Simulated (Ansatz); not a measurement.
Consider the following.

CsCl:
```cif
data_ClCs
_chemical_formula_sum 'Cs1 Cl1'
_space_group_name_H-M_alt 'Pm-3m'
_space_group_IT_number 221
_space_group_name_Hall '-P 4 2 3'
_cell_length_a 4.20610
_cell_length_b 4.20610
_cell_length_c 4.20610
_cell_angle_alpha 90.000
_cell_angle_beta 90.000
_cell_angle_gamma 90.000
loop_
_atom_site_label
_atom_site_type_symbol
_atom_site_symmetry_multiplicity
_atom_site_Wyckoff_symbol
_atom_site_fract_x
_atom_site_fract_y
_atom_site_fract_z
_atom_site_occupancy
Cs1 Cs 1 a 0.00000 0.00000 0.00000 1
Cl1 Cl 1 b 0.50000 0.50000 0.50000 1
```

This is the PBE-relaxed structure.

**Question.** All from PBE in the plane-wave PAW code Ansatz, unless another level is named. Give the hole effective mass, band 2 of 3 at the edge.

**Answer.** 5.0 along [100], 2.9 along [110], 3.4 along [111] (mₑ).

**Question.** And the weight of the conduction-edge state by species (Voronoi cells)?

**Answer.** Cs 53 %, Cl 47 %.

**Question.** Give the valence-band maximum.

**Answer.** at Γ.

The PBE relaxation kept the symmetry of its start. Spin–orbit coupling is left out wherever it is not named.

Potentials: the later of the program's two PAW sets.

Edges and masses are those of Kohn–Sham bands, whose gap is no quasiparticle gap.
